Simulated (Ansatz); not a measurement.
# Aluminium, diamond under PBEsol: from relaxation to bulk modulus

Aim: take aluminium in the diamond structure, relax it, solve it on a dense k-mesh, then scale the cell to 7 volumes from 88 to 112 % of the relaxed one and try a fit of the equation of state. Spin polarisation is left out. The k-meshes are 10×10×10 for the relaxation; 15×15×15 for the dense run; 10×10×10 for the volumes.

This is Al in the diamond structure; at room conditions it is fcc.

Computed with Ansatz 0.2.0 (DFT PBEsol, plane waves (420 eV) with PAW, scalar-relativistic; PBE-made PAW files, unless a step says otherwise).

**1. The system as given**

The structure is cubic, space group Fd-3m (No. 227). The conventional cell has a = 5.639 Å, b = 5.639 Å, c = 5.639 Å, α = 90.00°, β = 90.00°, γ = 90.00°. Around Al (site symmetry -43m) lie 4 Al at 2.44 Å.

Structure file:

```cif
data_structure
_symmetry_space_group_name_H-M 'Fd-3m:1'
_symmetry_Int_Tables_number 227
_cell_length_a 5.6389
_cell_length_b 5.6389
_cell_length_c 5.6389
_cell_angle_alpha 90.000
_cell_angle_beta 90.000
_cell_angle_gamma 90.000
_cell_volume 179.31
loop_
_atom_site_label
_atom_site_type_symbol
_atom_site_symmetry_multiplicity
_atom_site_Wyckoff_symbol
_atom_site_fract_x
_atom_site_fract_y
_atom_site_fract_z
_atom_site_occupancy
Al1 Al 8 b 0.75000 0.75000 0.75000 1
```

**2. Geometry optimisation**

Input file input.yaml:

```yaml
crystal:
  lattice:
    - [0.0, 2.8194727963, 2.8194727963]
    - [2.8194727963, 0.0, 2.8194727963]
    - [2.8194727963, 2.8194727963, 0.0]
  atoms:
    - { symbol: Al, position: [0.125, 0.125, 0.125] }
    - { symbol: Al, position: [0.875, 0.875, 0.875] }
hamiltonian:
  xc: pbesol
  pseudopotentials:
    kind: paw
    azcp:
      Al: "pseudopotentials/Al.paw.azcp"
basis:
  ecutwfc: 420
  fft_grid_basis: typed
kpoints:
  mp_grid: { grid: [10, 10, 10], shift: [0, 0, 0] }
magnetization:
  spin_polarized: false
scf:
  occupations: { method: fermi_dirac, width: 0.1 }
relax:
  max_steps: 60
  f_tol: 0.01
  cell: {}
output:
  write_density: true
  write_potential: true
  elf: true
  volumetric_format: npy
```

What it wrote:

```text
Warning: <dir> the record states the generating functional pbe (its physics header spells it `PBE`), which answers neither for hamiltonian.xc's functional nor for the pbesol family's — results may be inconsistent (PPs are generated against a specific XC)
Warning: RAYON_NUM_THREADS=2 ignored (pool sized by the plan → 2); use --threads N
Engine: ansatz 0.2.0, aarch64-unknown-linux-gnu
Pseudopotentials: kind: paw
Pseudopotential: Al, paw, valence charge 3, recommended cutoff 420 eV (normal), <dir>
Functional definition: PBEsol
  exchange = pbesol_x
  correlation = pbesol_c
Crystal: 2 atoms, lattice volume = 44.826 Å³
Basis set: ecut = 420 eV, 893 PW (Γ), exchange–correlation on 54×54×54 points (8 copies of the dense FFT grid, shifted against one another)
Bands: 7, of which v1, the nominal top of the filled ones, is band 3 counted from 1 (2 counted from 0)
Symmetry: 48 space group operations
Space group: Fd-3m (ITA 227), of the structure as read, at distance tolerance 3.6e-5 Å
k-points: 47 of 1000
Non-local potential: Al, projectors of the file, l = 0: 2, l = 1: 2, l = 2: 1
PAW form: soft (Blöchl's): semilocal exchange-correlation on the pseudo side does not see the compensation charge
PAW frozen core: Al, regenerated for the run's functional, and the local potential with it (the file was generated under x = pbe(κ = 0.804, μ = 0.2195149727645171), c = pbe(β = 0.06672455060314922))
PAW one-centre angular grid: Al, 110 points (default); XC on 64 Gauss nodes
Initial density: superposition of atomic densities (neutral atoms: chi_scale 0, normalization atom), corrected by the library's trained network
Initial wavefunctions: pseudopotential atomic-orbital guess
Functional: x = pbesol(κ = 0.804, μ = 0.12345679012345678), c = pbesol(β = 0.046)
SCF iter   1: F=—  HF=-1047.189229 eV  |F-HF|=—  |Δ(HF+E_count)|=         —  Δρ=1.79e-3  dr2=2.47e-3  ethr=1.77e-3  ⟨swp⟩=5.6  Hψ=2981  notcnv=0
preconditioner: auto → none  [metal: Δε(μ)=0.097 eV  Ē_g=7.578 eV  σ=0.100 eV  W_gap=0.23  n_scr=8 (ndim 8)  ℏωp=13.6 eV  f_vac=0.000  D(μ)=1.12/eV (n_scr^D=8)  sad-step TF]
SCF iter   2: F=—  HF=-1047.189071 eV  |F-HF|=—  |Δ(HF+E_count)|=   1.58e-4  Δρ=1.17e-3  dr2=1.11e-3  ethr=4.12e-5  ⟨swp⟩=1.1  Hψ=713  notcnv=0
SCF iter   3: F=—  HF=-1047.189007 eV  |F-HF|=—  |Δ(HF+E_count)|=   6.44e-5  Δρ=7.69e-5  dr2=3.24e-6  ethr=1.85e-5  ⟨swp⟩=2.0  Hψ=461  notcnv=0
SCF iter   4: F=—  HF=-1047.189018 eV  |F-HF|=—  |Δ(HF+E_count)|=   1.13e-5  Δρ=1.42e-5  dr2=7.90e-8  ethr=5.40e-8  ⟨swp⟩=2.4  Hψ=485  notcnv=0
iter 5 did not close the SCF: its close was put off for the readings that it lacked (scf_convergence_deferred on its scf_iter line)
SCF iter   5: F=-1047.189018 eV  HF=-1047.189018 eV  |F-HF|=1.04e-9  |Δ(HF+E_count)|=   1.01e-8  Δρ=3.60e-6  dr2=3.69e-9  ethr=1.32e-9  ⟨swp⟩=1.2  Hψ=338  notcnv=0
SCF iter   6: F=-1047.189018 eV  HF=-1047.189018 eV  |F-HF|=1.59e-12  |Δ(HF+E_count)|=   1.13e-9  Δρ=9.95e-8  dr2=2.36e-12  ethr=6.15e-11  ⟨swp⟩=4.7  Hψ=1360  notcnv=0
SCF 1 converged in 6 iterations: F = -1047.189018 eV  dr2 = 2.36e-12
relax step   1: F+E_penalty+E_count = -1047.18901803 eV  Δ(F+E_penalty+E_count) = +0.000e0 eV  max|allowed force component| = 1.503e-17 eV/Å  Δτ_max = 0.0000 Å  P = +10.647 GPa  Ω = 44.826 Å³  (6 SCF iters, accepted)
Crystal: 2 atoms, lattice volume = 50.512 Å³
Basis set: ecut = 420 eV, 965 PW (Γ), exchange–correlation on 54×54×54 points (8 copies of the dense FFT grid, shifted against one another)
Initial density: handed on by an earlier stage of this run
Initial wavefunctions: those handed on with the density
iter 1 solved again at ethr=6.52e-5 eV; its pass at ethr=3.10e-3 eV (dr2=3.91e-3 eV) is discarded
SCF iter   1: F=—  HF=-1047.417671 eV  |F-HF|=—  |Δ(HF+E_count)|=         —  Δρ=2.39e-3  dr2=3.69e-3  ethr=6.52e-5  ⟨swp⟩=1.0  Hψ=3419  notcnv=0
preconditioner: auto → none  [metal: Δε(μ)=0.113 eV  Ē_g=7.164 eV  σ=0.100 eV  W_gap=0.27  n_scr=8 (ndim 8)  ℏωp=12.8 eV  f_vac=0.000  D(μ)=1.30/eV (n_scr^D=14)]
SCF iter   2: F=—  HF=-1047.415704 eV  |F-HF|=—  |Δ(HF+E_count)|=   1.97e-3  Δρ=1.08e-3  dr2=6.47e-4  ethr=6.15e-5  ⟨swp⟩=1.0  Hψ=329  notcnv=0
SCF iter   3: F=—  HF=-1047.415256 eV  |F-HF|=—  |Δ(HF+E_count)|=   4.49e-4  Δρ=9.28e-5  dr2=3.76e-6  ethr=1.08e-5  ⟨swp⟩=2.1  Hψ=453  notcnv=0
SCF iter   4: F=—  HF=-1047.415255 eV  |F-HF|=—  |Δ(HF+E_count)|=   3.55e-7  Δρ=4.85e-6  dr2=2.62e-8  ethr=3.33e-9  ⟨swp⟩=8.1  Hψ=1508  notcnv=0
SCF iter   5: F=-1047.415255 eV  HF=-1047.415255 eV  |F-HF|=1.52e-10  |Δ(HF+E_count)|=   3.10e-9  Δρ=1.06e-6  dr2=3.80e-10  ethr=4.37e-10  ⟨swp⟩=4.9  Hψ=1478  notcnv=0
SCF 2 converged in 5 iterations: F = -1047.415255 eV  dr2 = 3.80e-10
relax step   2: F+E_penalty+E_count = -1047.41525520 eV  Δ(F+E_penalty+E_count) = -2.262e-1 eV  max|allowed force component| = 1.480e-16 eV/Å  Δτ_max = 0.0000 Å  P = +2.862 GPa  Ω = 50.512 Å³  energy of the carried Pulay correction = -1.239e-3 eV  (5 SCF iters, dr2 threshold 2.00e-7 eV, accepted)
Crystal: 2 atoms, lattice volume = 52.978 Å³
Basis set: ecut = 420 eV, 1037 PW (Γ), exchange–correlation on 54×54×54 points (8 copies of the dense FFT grid, shifted against one another)
iter 1 solved again at ethr=9.09e-6 eV; its pass at ethr=3.10e-3 eV (dr2=5.45e-4 eV) is discarded
SCF iter   1: F=—  HF=-1047.440912 eV  |F-HF|=—  |Δ(HF+E_count)|=         —  Δρ=8.68e-4  dr2=5.33e-4  ethr=9.09e-6  ⟨swp⟩=1.1  Hψ=3235  notcnv=0
preconditioner: auto → none  [metal: Δε(μ)=0.119 eV  Ē_g=7.004 eV  σ=0.100 eV  W_gap=0.28  n_scr=8 (ndim 8)  ℏωp=12.5 eV  f_vac=0.000  D(μ)=1.40/eV (n_scr^D=14)]
SCF iter   2: F=—  HF=-1047.440632 eV  |F-HF|=—  |Δ(HF+E_count)|=   2.80e-4  Δρ=3.87e-4  dr2=8.99e-5  ethr=8.88e-6  ⟨swp⟩=1.0  Hψ=329  notcnv=0
SCF iter   3: F=—  HF=-1047.440562 eV  |F-HF|=—  |Δ(HF+E_count)|=   6.94e-5  Δρ=3.30e-5  dr2=5.00e-7  ethr=1.50e-6  ⟨swp⟩=2.0  Hψ=446  notcnv=0
SCF iter   4: F=-1047.440562 eV  HF=-1047.440562 eV  |F-HF|=6.00e-10  |Δ(HF+E_count)|=   1.28e-7  Δρ=1.62e-6  dr2=1.34e-9  ethr=3.33e-9  ⟨swp⟩=7.7  Hψ=1428  notcnv=0
SCF 3 converged in 4 iterations: F = -1047.440562 eV  dr2 = 1.34e-9
relax step   3: F+E_penalty+E_count = -1047.44056200 eV  Δ(F+E_penalty+E_count) = -2.531e-2 eV  max|allowed force component| = 1.110e-16 eV/Å  Δτ_max = 0.0000 Å  P = +0.578 GPa  Ω = 52.978 Å³  energy of the carried Pulay correction = -1.732e-3 eV  (4 SCF iters, dr2 threshold 2.00e-7 eV, accepted)
Crystal: 2 atoms, lattice volume = 53.726 Å³
Basis set: ecut = 420 eV, 1067 PW (Γ), exchange–correlation on 54×54×54 points (8 copies of the dense FFT grid, shifted against one another)
iter 1 solved again at ethr=7.91e-7 eV; its pass at ethr=3.10e-3 eV (dr2=4.75e-5 eV) is discarded
SCF iter   1: F=—  HF=-1047.441752 eV  |F-HF|=—  |Δ(HF+E_count)|=         —  Δρ=2.46e-4  dr2=4.36e-5  ethr=7.91e-7  ⟨swp⟩=2.4  Hψ=3039  notcnv=0
preconditioner: auto → none  [metal: Δε(μ)=0.106 eV  Ē_g=6.958 eV  σ=0.100 eV  W_gap=0.25  n_scr=8 (ndim 8)  ℏωp=12.4 eV  f_vac=0.000  D(μ)=1.43/eV (n_scr^D=14)]
SCF iter   2: F=—  HF=-1047.441721 eV  |F-HF|=—  |Δ(HF+E_count)|=   3.07e-5  Δρ=1.10e-4  dr2=7.30e-6  ethr=7.27e-7  ⟨swp⟩=1.0  Hψ=329  notcnv=0
SCF iter   3: F=-1047.441716 eV  HF=-1047.441716 eV  |F-HF|=1.58e-8  |Δ(HF+E_count)|=   5.25e-6  Δρ=8.80e-6  dr2=3.53e-8  ethr=3.33e-9  ⟨swp⟩=6.2  Hψ=1634  notcnv=0
SCF 4 converged in 3 iterations: F = -1047.441716 eV  dr2 = 3.53e-8
relax step   4: F+E_penalty+E_count = -1047.44171560 eV  Δ(F+E_penalty+E_count) = -1.154e-3 eV  max|allowed force component| = 6.476e-17 eV/Å  Δτ_max = 0.0000 Å  P = -0.015 GPa  Ω = 53.726 Å³  energy of the carried Pulay correction = -1.876e-3 eV  (3 SCF iters, dr2 threshold 2.00e-7 eV, accepted)
Basis set: ecut = 420 eV, 1067 PW (Γ), exchange–correlation on 60×60×60 points (8 copies of the dense FFT grid, shifted against one another)
Initial wavefunctions: pseudopotential atomic-orbital guess (no wavefunctions were taken with the density)
iter 1 solved again at ethr=3.29e-8 eV; its pass at ethr=3.10e-3 eV (dr2=1.97e-6 eV) is discarded
SCF iter   1: F=—  HF=-1047.446750 eV  |F-HF|=—  |Δ(HF+E_count)|=         —  Δρ=1.50e-4  dr2=1.42e-6  ethr=3.29e-8  ⟨swp⟩=3.0  Hψ=3965  notcnv=0
SCF iter   2: F=—  HF=-1047.446745 eV  |F-HF|=—  |Δ(HF+E_count)|=   5.49e-6  Δρ=7.58e-5  dr2=3.18e-7  ethr=2.37e-8  ⟨swp⟩=2.0  Hψ=460  notcnv=0
SCF iter   3: F=—  HF=-1047.446749 eV  |F-HF|=—  |Δ(HF+E_count)|=   4.00e-6  Δρ=4.44e-6  dr2=1.26e-9  ethr=5.31e-9  ⟨swp⟩=2.0  Hψ=465  notcnv=0
SCF iter   4: F=-1047.446749 eV  HF=-1047.446749 eV  |F-HF|=1.50e-11  |Δ(HF+E_count)|=   1.41e-8  Δρ=1.93e-7  dr2=1.01e-11  ethr=1.00e-12  ⟨swp⟩=4.4  Hψ=1455  notcnv=0
SCF 5 converged in 4 iterations: F = -1047.446749 eV  dr2 = 1.01e-11
relax step   5: F+E_penalty+E_count = -1047.44674865 eV  Δ(F+E_penalty+E_count) = -5.033e-3 eV  max|allowed force component| = 1.573e-16 eV/Å  Δτ_max = 0.0000 Å  P = +0.105 GPa  Ω = 53.726 Å³  stress off target by 1.05e-1 GPa  SCF on the basis re-selected at this cell (its energy is not comparable with the rows above)  (4 SCF iters)
basis re-selected at this cell: Δ(F+E_penalty+E_count) = -5.033e-3 eV, ΔP = +0.120 GPa vs the last step (what re-selecting the basis moved, of the pressure what is left beyond the Pulay correction that the steps carried, after the strain that the cell walked since its last selection, with what the two solves' SCF thresholds leave and, on support functions, any second-order correction that the steps lacked; it is no measure of the basis error at this ecutwfc). The dense FFT grid was sized anew with the basis: this SCF ran on 30×30×30 points, the steps before it on 27×27×27, so part of this shift can come from that change (see relax.cell in the input reference). This SCF's stress stands 1.05e-1 GPa from its target on what of the cell is left free (relax.cell.stress_tol is 5.00e-2 GPa) and its largest allowed force component is 1.57e-16 eV/Å (relax.f_tol is 1.00e-2 eV/Å): not within both, so this SCF does not close the relaxation
Crystal: 2 atoms, lattice volume = 53.860 Å³
iter 1 solved again at ethr=2.35e-8 eV; its pass at ethr=3.10e-3 eV (dr2=1.41e-6 eV) is discarded
SCF iter   1: F=—  HF=-1047.446789 eV  |F-HF|=—  |Δ(HF+E_count)|=         —  Δρ=4.31e-5  dr2=1.32e-6  ethr=2.35e-8  ⟨swp⟩=2.3  Hψ=3073  notcnv=0
preconditioner: auto → none  [metal: Δε(μ)=0.101 eV  Ē_g=6.949 eV  σ=0.100 eV  W_gap=0.24  n_scr=8 (ndim 8)  ℏωp=12.4 eV  f_vac=0.000  D(μ)=1.44/eV (n_scr^D=14)]
SCF iter   2: F=—  HF=-1047.446772 eV  |F-HF|=—  |Δ(HF+E_count)|=   1.72e-5  Δρ=1.94e-5  dr2=2.27e-7  ethr=2.20e-8  ⟨swp⟩=1.0  Hψ=329  notcnv=0
SCF iter   3: F=-1047.446772 eV  HF=-1047.446772 eV  |F-HF|=4.54e-10  |Δ(HF+E_count)|=   1.65e-7  Δρ=1.47e-6  dr2=9.81e-10  ethr=4.56e-10  ⟨swp⟩=5.6  Hψ=1535  notcnv=0
SCF 6 converged in 3 iterations: F = -1047.446772 eV  dr2 = 9.81e-10
relax step   6: F+E_penalty+E_count = -1047.44677195 eV  Δ(F+E_penalty+E_count) = -2.330e-5 eV  max|allowed force component| = 1.295e-16 eV/Å  Δτ_max = 0.0000 Å  P = +0.005 GPa  Ω = 53.860 Å³  energy of the carried Pulay correction = -2.224e-5 eV  (3 SCF iters, dr2 threshold 2.74e-8 eV, accepted)
iter 1 solved again at ethr=2.45e-8 eV; its pass at ethr=3.10e-3 eV (dr2=1.47e-6 eV) is discarded
SCF iter   1: F=—  HF=-1047.446810 eV  |F-HF|=—  |Δ(HF+E_count)|=         —  Δρ=1.98e-6  dr2=1.18e-9  ethr=2.45e-8  ⟨swp⟩=3.0  Hψ=3979  notcnv=0
preconditioner: auto → none  [metal: Δε(μ)=0.101 eV  Ē_g=6.950 eV  σ=0.100 eV  W_gap=0.24  n_scr=8 (ndim 8)  ℏωp=12.4 eV  f_vac=0.000  D(μ)=1.44/eV (n_scr^D=14)]
SCF iter   2: F=—  HF=-1047.446794 eV  |F-HF|=—  |Δ(HF+E_count)|=   1.64e-5  Δρ=9.75e-7  dr2=3.08e-10  ethr=1.97e-11  ⟨swp⟩=2.1  Hψ=493  notcnv=0
SCF iter   3: F=-1047.446794 eV  HF=-1047.446794 eV  |F-HF|=2.27e-13  |Δ(HF+E_count)|=  2.31e-10  Δρ=1.66e-7  dr2=1.23e-11  ethr=1.00e-12  ⟨swp⟩=4.4  Hψ=1527  notcnv=0
SCF 7 converged in 3 iterations: F = -1047.446794 eV  dr2 = 1.23e-11
relax step   7: F+E_penalty+E_count = -1047.44679385 eV  Δ(F+E_penalty+E_count) = -2.190e-5 eV  max|allowed force component| = 9.252e-17 eV/Å  Δτ_max = 0.0000 Å  P = +0.005 GPa  Ω = 53.860 Å³  stress off target by 4.83e-3 GPa  SCF on the basis re-selected at this cell (its energy is not comparable with the rows above)  (3 SCF iters)
basis re-selected at this cell: Δ(F+E_penalty+E_count) = -2.190e-5 eV, ΔP = +0.000 GPa vs the last step (what re-selecting the basis moved, of the pressure what is left beyond the Pulay correction that the steps carried, after the strain that the cell walked since its last selection, with what the two solves' SCF thresholds leave and, on support functions, any second-order correction that the steps lacked; it is no measure of the basis error at this ecutwfc). This SCF's stress stands 4.83e-3 GPa from its target on what of the cell is left free (relax.cell.stress_tol is 5.00e-2 GPa) and its largest allowed force component is 9.25e-17 eV/Å (relax.f_tol is 1.00e-2 eV/Å): within both
SCF converged after 3 iterations
Free energy (F): -1047.446794 eV
Harris-Foulkes:  -1047.446794 eV  (|F-HF|=2.27e-13)
Internal energy: -1047.399170 eV  (E = F + TS)
E sigma→0 (E₀):  -1047.422982 eV
Entropy (-TS):   -0.047624 eV (-23.812 meV/atom)
Fermi energy:    2.853528 eV
--- Per-component energies (eV) ---
  E_band       = -1.895628
  E_kinetic    = 40.026090
  E_local      = -14.007181  (includes V_loc(G=0)·N_el)
  E_nonlocal   = 22.484719
  E_hartree    = 5.242860
  E_xc         = -75.120443
  E_vxc        = -53.448254  (∫ρ·V_xc dr)
  E_paw        = -909.610770  (= ΣΔE_a)
  E_vpaw       = -7.436708  (= ΣTr[D̂ρ^β])
  E_aug_tail   = -0.000005  (compensation charges beyond the density's cutoff)
  E_ewald      = -116.452718
  E_core_change = 0.038278  (= ΣΔE_core)
  E_smearing   = -0.047624  (= −TS)
  E_closure    = 0.000000  (closes the sum)
  Σ components = -1047.446794   (vs F -1047.446794, Δ=0.00e0)
--- Forces (eV/Å), atoms counted from 1 ---
  atom   1  Al     0.00000000     0.00000000     0.00000000
  atom   2  Al    -0.00000000    -0.00000000    -0.00000000
  max |Σ_I F_I| component: 6.01e-17 eV/Å
--- Stress (GPa, compression-positive) ---
        0.004827       0.000000       0.000000
        0.000000       0.004827       0.000000
        0.000000       0.000000       0.004827
  P = ⅓ Tr σ = 0.0048 GPa (0.048 kbar)
--- Band table (eV; the first three rows and the last of 47) ---
  k-point 0: bands = ["-5.1075", "5.0098", "5.0098", "5.0098", "6.8348", "6.8348", "6.8348"]
  k-point 1: bands = ["-4.9950", "4.0142", "4.8220", "4.8220", "6.9352", "7.1063", "7.1063"]
  k-point 2: bands = ["-4.6618", "2.4081", "4.4851", "4.4851", "6.6854", "7.5203", "7.5203"]
  k-point 46: bands = ["-1.3587", "-1.3587", "1.4848", "1.4848", "7.3369", "7.3369", "9.5942"]
--- Relaxed structure (5 steps of the walk, 5 accepted, 2 SCFs on fresh bases) ---
  F+E_penalty+E_count = -1047.44679385 eV   max|allowed force component| = 9.252e-17 eV/Å   (the final SCF, on the basis selected at the relaxed cell)
  cell:  # Å, volume = 53.8600 Å³
    - [-1.6559959595151717e-33, 2.9974046476991, 2.9974046476991]
    - [2.9974046476991, 3.235561289712805e-33, 2.9974046476991]
    - [2.9974046476991, 2.9974046476991, 1.426704169210765e-33]
  atoms:
    - { symbol: Al, position: [0.125, 0.125, 0.125] }
    - { symbol: Al, position: [0.8749999999999999, 0.8749999999999999, 0.8749999999999999] }
```

It took 3.9 s on 2 threads of Arm Neoverse V1, shared host; peak memory 0.31 GiB.

The steps of the relaxation:

```
step  energy change (meV/atom)  largest force (eV/Å)  pressure (GPa)  volume (Å³/atom)
   1                      0.00                0.0000           10.65            22.413
   2                   -113.12                0.0000            2.86            25.256
   3                   -125.77                0.0000            0.58            26.489
   4                   -126.35                0.0000           -0.02            26.863
   5                   -128.87                0.0000            0.10            26.863
   6                   -128.88                0.0000            0.00            26.930
   7                   -128.89                0.0000            0.00            26.930
```

Steps that repeat a cell are solved on a basis chosen anew, so their changes of energy are no gain of the relaxation.

Changes in the cell that was computed:

|  | before | after | change |
| --- | --- | --- | --- |
| a (Å) | 3.987 | 4.239 | +6.3 % |
| b (Å) | 3.987 | 4.239 | +6.3 % |
| c (Å) | 3.987 | 4.239 | +6.3 % |
| volume (Å³/atom) | 22.413 | 26.930 | +20.2 % |
| shortest distance (Å) | 2.442 | 2.596 | +6.3 % |
| space group (spins left aside) | Fd-3m | Fd-3m | same |

**3. The energy on a finer k-mesh**

Input file input.yaml:

```yaml
crystal:
  lattice:
    - [0.0, 2.9974046477, 2.9974046477]
    - [2.9974046477, 0.0, 2.9974046477]
    - [2.9974046477, 2.9974046477, 0.0]
  atoms:
    - { symbol: Al, position: [0.125, 0.125, 0.125] }
    - { symbol: Al, position: [0.875, 0.875, 0.875] }
hamiltonian:
  xc: pbesol
  pseudopotentials:
    kind: paw
    azcp:
      Al: "pseudopotentials/Al.paw.azcp"
basis:
  ecutwfc: 420
  fft_grid_basis: typed
kpoints:
  mp_grid: { grid: [15, 15, 15], shift: [0, 0, 0] }
magnetization:
  spin_polarized: false
scf:
  occupations: { method: fermi_dirac, width: 0.1 }
```

What it wrote (excerpt; [...] marks lines left out):

```text
Warning: <dir> the record states the generating functional pbe (its physics header spells it `PBE`), which answers neither for hamiltonian.xc's functional nor for the pbesol family's — results may be inconsistent (PPs are generated against a specific XC)
Warning: RAYON_NUM_THREADS=2 ignored (pool sized by the plan → 2); use --threads N
[...]
Pseudopotentials: kind: paw
Pseudopotential: Al, paw, valence charge 3, recommended cutoff 420 eV (normal), <dir>
Functional definition: PBEsol
[...]
Crystal: 2 atoms, lattice volume = 53.860 Å³
Basis set: ecut = 420 eV, 1067 PW (Γ)
Bands: 7, of which v1, the nominal top of the filled ones, is band 3 counted from 1 (2 counted from 0)
Symmetry: 48 space group operations
Space group: Fd-3m (ITA 227), of the structure as read, at distance tolerance 3.8e-5 Å
k-points: 120 of 3375
[...]
SCF iter   1: F=—  HF=-1047.443091 eV  |F-HF|=—  |Δ(HF+E_count)|=         —  Δρ=1.31e-3  dr2=1.71e-3  ethr=1.77e-3  ⟨swp⟩=5.6  Hψ=7624  notcnv=0
[...]
SCF iter   6: F=-1047.443670 eV  HF=-1047.443670 eV  |F-HF|=3.18e-12  |Δ(HF+E_count)|=   3.27e-9  Δρ=1.53e-7  dr2=1.78e-11  ethr=3.10e-10  ⟨swp⟩=1.0  Hψ=2322  notcnv=0
[...]
SCF converged after 6 iterations
Free energy (F): -1047.443670 eV
[...]
E sigma→0 (E₀):  -1047.418577 eV
Entropy (-TS):   -0.050185 eV (-25.093 meV/atom)
Fermi energy:    2.852146 eV
[...]
```

Wall time 1.2 s (2 threads of Arm Neoverse V1, shared host); peak memory 0.31 GiB.

**4. The cell scaled to 88 % of its volume**

Input file input.yaml:

```yaml
crystal:
  lattice:
    - [0.0, 2.8723648297, 2.8723648297]
    - [2.8723648297, 0.0, 2.8723648297]
    - [2.8723648297, 2.8723648297, 0.0]
  atoms:
    - { symbol: Al, position: [0.125, 0.125, 0.125] }
    - { symbol: Al, position: [0.875, 0.875, 0.875] }
hamiltonian:
  xc: pbesol
  pseudopotentials:
    kind: paw
    azcp:
      Al: "pseudopotentials/Al.paw.azcp"
basis:
  ecutwfc: 420
  fft_grid_basis: typed
kpoints:
  mp_grid: { grid: [10, 10, 10], shift: [0, 0, 0] }
magnetization:
  spin_polarized: false
scf:
  occupations: { method: fermi_dirac, width: 0.1 }
  lower_state_search: "off"
output:
  stress: true
```

What it wrote (excerpt; [...] marks lines left out):

```text
Warning: <dir> the record states the generating functional pbe (its physics header spells it `PBE`), which answers neither for hamiltonian.xc's functional nor for the pbesol family's — results may be inconsistent (PPs are generated against a specific XC)
Warning: RAYON_NUM_THREADS=2 ignored (pool sized by the plan → 2); use --threads N
[...]
Pseudopotentials: kind: paw
Pseudopotential: Al, paw, valence charge 3, recommended cutoff 420 eV (normal), <dir>
Functional definition: PBEsol
[...]
Crystal: 2 atoms, lattice volume = 47.397 Å³
Basis set: ecut = 420 eV, 941 PW (Γ)
Bands: 7, of which v1, the nominal top of the filled ones, is band 3 counted from 1 (2 counted from 0)
Symmetry: 48 space group operations
Space group: Fd-3m (ITA 227), of the structure as read, at distance tolerance 3.6e-5 Å
k-points: 47 of 1000
[...]
SCF iter   1: F=—  HF=-1047.326353 eV  |F-HF|=—  |Δ(HF+E_count)|=         —  Δρ=1.53e-3  dr2=1.93e-3  ethr=1.77e-3  ⟨swp⟩=5.6  Hψ=2980  notcnv=0
[...]
SCF iter   6: F=-1047.326365 eV  HF=-1047.326365 eV  |F-HF|=1.82e-12  |Δ(HF+E_count)|=  3.61e-10  Δρ=1.08e-7  dr2=3.74e-12  ethr=1.09e-10  ⟨swp⟩=1.7  Hψ=940  notcnv=0
[...]
SCF converged after 6 iterations
Free energy (F): -1047.326365 eV
[...]
E sigma→0 (E₀):  -1047.306124 eV
Entropy (-TS):   -0.040482 eV (-20.241 meV/atom)
Fermi energy:    3.724141 eV
[...]
--- Stress (GPa, compression-positive) ---
        6.642579       0.000000      -0.000000
        0.000000       6.642579      -0.000000
       -0.000000      -0.000000       6.642579
  P = ⅓ Tr σ = 6.6426 GPa (66.426 kbar)
```

It took 0.64 s on 2 threads of Arm Neoverse V1, shared host; peak memory 0.27 GiB.

(Part 1 of 2 ends here.)
